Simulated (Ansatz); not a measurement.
## Forms of Cd3Te2: one energy to predict

Theory: Ansatz 0.2.0, DFT PBE, scalar-relativistic, plane waves, PAW. Settings: cutoff 420 eV, Γ-centred meshes spaced at most about 0.3 Å⁻¹, and about 0.25 Å⁻¹ or finer for metals (2π included), Gaussian smearing. No spin polarisation.

All energies are static (0 K, no zero-point motion). Rows are sorted by volume; energies count from the lowest form computed. Coordination counts Te atoms around Cd (those within 1.25 times the shortest such distance or 1.15 times the sum of covalent radii, 1.27 where that leaves under three; the shortest distance is added where it exceeds 1.18 times the sum of covalent radii; a slash parts the counts of unlike sites).

| row | form | source | atoms | coordination | V (Å³/atom) | gap on mesh (eV) | ΔE (meV/atom) |
| --- | --- | --- | --- | --- | --- | --- | --- |
| 1 | anti-tetradymite type, R-3m | invented | 5 | Cd 3/6 | 28.6 | 0 | ? |
| 2 | P6_3/mmc | invented | 10 | Cd 3/6 | 31.8 | 0 | 21 |
| 3 | P6_3/mmc | invented | 10 | Cd 4/6 from 4.0 Å | 37.6 | 0.22 | 70 |
| 4 | P-3m1 | invented | 5 | Cd 4/6 from 4.0 Å | 37.8 | 0.23 | 71 |
| 5 | P-4m2 | invented | 5 | Cd 2/4 | 41.1 | 0.21 | 0 |

The cell of row 1:

```
Cd Te
1.0
     2.16847    1.25197    8.77919
    -2.16847    1.25197    8.77919
     0.00000   -2.50394    8.77919
Cd Te
3 2
Cartesian
  0.0000 0.0000 21.0254
  0.0000 0.0000 5.3121
  0.0000 0.0000 0.0000
  0.0000 0.0000 10.5419
  0.0000 0.0000 15.7957
```

Question: Estimate the missing energy, and say where the row ranks.

Answer: 59 meV/atom, which puts it above row 2 and below row 3. Counting Te atoms around Cd, row 1 has Cd 3/6 and the lowest form (row 5) has Cd 2/4.

An observed structure of this formula, if there is one, may be missing.

For metals, differences of a few meV/atom aren't resolved. Weakly bound directions are ill-defined at this level, which has no dispersion term (P6_3/mmc at 37.6 Å³/atom, P-3m1), and this can change margins and order among such cells. Spin–orbit coupling, which can matter for Te, is left out. Kohn–Sham gaps at this level usually fall short of measured ones. The missing spin–orbit coupling can work the other way here. Cells relaxed within their symmetry can be saddle points. Some structure types and database cells were kept out of the candidates from the start, so a known form may be missing.

The predicted 59 meV/atom puts the densest cell well above the lowest form, which is the most open one. Volume alone doesn't set the order, however, since the dense row 2 lies at only 21 meV/atom. Nor does a gap ensure low energy, as rows 3 and 4 have gaps but rank highest.

With Cd(II) and telluride ions, this composition has electrons left over, which must enter largely Cd 5s-derived states. In row 1, Cd layers of adjacent slabs face each other at nearly metallic contact, so the excess charge is probably shared in Cd–Cd bonding bands, consistent with the closed gap. Row 5 probably gains from keeping some Cd four-coordinate, as in zinc-blende CdTe, while localising the surplus electrons in filled Cd-based states. In rows 3 and 4, the Cd remote from Te suggests nearly neutral, weakly bound metal atoms.

The ranking doesn't show that any of these forms would survive separation into CdTe and elemental Cd, the outcome expected from the known phase diagram.
